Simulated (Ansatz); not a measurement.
Here is an Ansatz 0.2.0 calculation.

The input input.yaml:

```yaml
crystal:
  lattice:
    - [2.938, 0.0, 0.0]
    - [-1.469, 2.5443826363, 0.0]
    - [0.0, 0.0, 2.883]
  atoms:
    - { symbol: Ta, position: [0.0, 0.0, 0.5] }
    - { symbol: "N", position: [0.6666666667, 0.3333333333, 0.0] }
kpoints:
  mp_grid: { grid: [10, 10, 9] }
  band_path:
    path:
      - [0.0, 0.0, 0.0]
      - [0.5, 0.0, 0.0]
      - [0.3333333333, 0.3333333333, 0.0]
      - [0.0, 0.0, 0.0]
      - [0.0, 0.0, 0.5]
      - [0.5, 0.0, 0.5]
      - [0.3333333333, 0.3333333333, 0.5]
      - [0.0, 0.0, 0.5]
    npoints: 10
scf:
  occupations: { method: fermi_dirac, width: 0.05 }
hamiltonian:
  xc: pbesol
  pseudopotentials: { kind: all_electron, lapw: { basis_error: 0.001 } }
output:
  forces: true
  stress: true
  eigenvalues: true
```

Potentials or basis: all-electron LAPW, scalar-relativistic.

Launch:

```sh
$ ansatz run input.yaml --threads 1 --pin off --max-ram 3072MiB --backend cpu --events-out ev --progress --plain --runs-dir out
```

Question: Predict the pressure.

Answer: -4.8 GPa.

Question: What does it give for the band gap along the path?

Answer: None (metal or under the smearing width).

Levels at the corners of the path, in eV from the Fermi level:
```tsv
point	band 21	band 22	band 23	band 24	band 25	band 26	band 27	band 28	band 29	band 30
Γ	-17.73	-4.61	-4.61	-4.26	-2.95	2.16	3.54	3.54	3.94	3.94
M	-15.43	-8.35	-5.24	-3.54	-3.20	2.95	3.99	5.15	5.26	7.33
K	-15.06	-7.62	-5.77	-5.20	0.10	0.99	1.52	2.43	7.52	12.27
Γ	-17.73	-4.61	-4.61	-4.26	-2.95	2.16	3.54	3.54	3.94	3.94
A	-15.08	-9.41	-3.78	-3.78	-0.15	-0.15	2.38	3.25	3.25	8.06
L	-15.72	-7.38	-6.24	-5.74	-0.39	4.11	5.32	6.03	7.05	10.10
H	-15.65	-8.29	-6.61	-3.93	-0.40	4.42	5.01	6.68	7.52	9.21
A	-15.08	-9.41	-3.78	-3.78	-0.15	-0.15	2.38	3.25	3.25	8.06
```

Caveat: spin-orbit coupling is left out, which moves the levels of the heavy elements.
